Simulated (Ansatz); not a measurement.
## Strain response of Au

Theory: Ansatz 0.2.0, DFT PBE, scalar-relativistic, plane waves, PAW. (420 eV cutoff, 18×18×12 k-mesh, Gaussian smearing of 0.10 eV, no spin polarisation)

Starting point, cell and atoms relaxed:

```
Au
1.0
     2.07895    2.07895    0.00000
    -2.07895    2.07895    0.00000
     0.00000    0.00000    4.15790
Au
2
Direct
  0.00000 0.00000 0.00000
  0.50000 0.50000 0.50000
```

Deformation: all cell vectors scaled alike, the atoms relaxed, all within the symmetry that the strain leaves. Energies are extrapolated to zero smearing. On this cell's mesh the reference holds a stress of up to 0.16 GPa.

Spin–orbit coupling is left out, which can shift energies with elements as heavy as these.

```tsv
strain (%)	ΔE (meV/atom)	a (Å)	b (Å)	c (Å)
-3.0	74.0	2.852	2.852	4.033
-2.0	31.4	2.881	2.881	4.075
-1.0	7.5	2.911	2.911	4.116
+0.0	0.0	2.940	2.940	4.158
+1.0	6.6	2.969	2.969	4.199
+2.0	25.4	2.999	2.999	4.241
+3.0	54.7	3.028	3.028	4.283
```

Problem. What stiffness (1/V) d²E/dε² at zero strain does a cubic fit over all points give?

Solution. A cubic fit gives (1/V) d²E/dε² = 1275 GPa at zero strain (nine times the bulk modulus at fixed shape).